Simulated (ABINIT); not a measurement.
Runs of ABINIT 10.8.3 (patched build) on AlN. Symmetry: P6_3mc, No. 186, hexagonal system. The conventional cell has a = 3.113 Å, b = 3.113 Å, c = 4.981 Å, α = 90.00°, β = 90.00°, γ = 120.00°. Al (site symmetry 3m) has 4 N at 1.89 Å as nearest neighbours. Around N (site symmetry 3m) lie 4 Al at 1.89 Å. 

```csv
task,level,potentials or basis,cell,k mesh,cutoff (eV),smearing,fine-grid cutoff,stop of the response cycle (tolvrs),acoustic sum rule (asr),cell freedom (optcell),optimiser (ionmov),mesh quality,gap on the mesh (eV),pressure (GPa),largest force (eV/Å)
band structure,PBEsol,JTH PAW PBE v2.0,as given,10 × 10 × 6,680,fermi-dirac 0.05 eV,1278.94 eV,-,-,-,-,not flagged,4.12,-,0.13
band structure,SOGGA,JTH PAW PBE v2.0,as given,10 × 10 × 6,680,fermi-dirac 0.05 eV,1278.94 eV,-,-,-,-,not flagged,4.02,-,0.14
single point,PBEsol,JTH PAW PBE v2.0,as given,13 × 13 × 8,680,fermi-dirac 0.05 eV,1278.94 eV,-,-,-,-,not flagged,4.12,-,0.13
band structure,LDA,JTH PAW PBE v2.0,as given,10 × 10 × 6,844,fermi-dirac 0.05 eV,1442.2 eV,-,-,-,-,not flagged,(b),-2.7,0.12
single point,PBE,JTH PAW PBE v2.0,as given,8 × 8 × 5,680,fermi-dirac 0.05 eV,1278.94 eV,-,-,-,-,not flagged,4.20,-,0.13
band structure,TB-mBJ,JTH PAW LDA v2.0,as given,8 × 8 × 5,844,fermi-dirac 0.05 eV,1442.2 eV,-,-,-,-,not flagged,(c),-,-
band structure,BP86,JTH PAW PBE v2.0,as given,10 × 10 × 6,680,fermi-dirac 0.05 eV,1278.94 eV,-,-,-,-,not flagged,4.27,-,0.12
band structure,PBE,JTH PAW PBE v2.0,as given,10 × 10 × 6,680,fermi-dirac 0.05 eV,1278.94 eV,-,-,-,-,not flagged,4.20,-,0.13
single point,PBE,JTH PAW PBE v2.0,as given,4 × 4 × 2,680,fermi-dirac 0.05 eV,1278.94 eV,-,-,-,-,coarse,4.20,-,0.15
dielectric tensor,PBE,PseudoDojo NC SR PBE v0.4.1 standard,as given,"8 × 8 × 4, shifted",952,fixed,-,1e-09,1,-,-,not flagged,-,(a),0.13
relaxation of cell and atoms,LDA,PseudoDojo NC SR LDA v0.4.1 standard,relaxed,8 × 8 × 4,980,fermi-dirac 0.05 eV,-,-,-,2,22,not flagged,4.49,0.0,-
```

Alike in all rows: no spin polarisation.

Problem. Fill in the values left out.

Solution. (a) 2.7; (b) 4.21; (c) 5.49.

Caveats: some runs use coarse meshes; the PAW data sets were made with another functional, which shifts forces and pressure a little (some runs); an odd mesh through Γ misses points on the zone boundary, where band edges often lie (some runs); the constant c of TB-mBJ comes from the pseudo density here, which moves gaps by up to 0.3 eV between sets of potentials (some runs).

Not every run made on this cell is shown here.
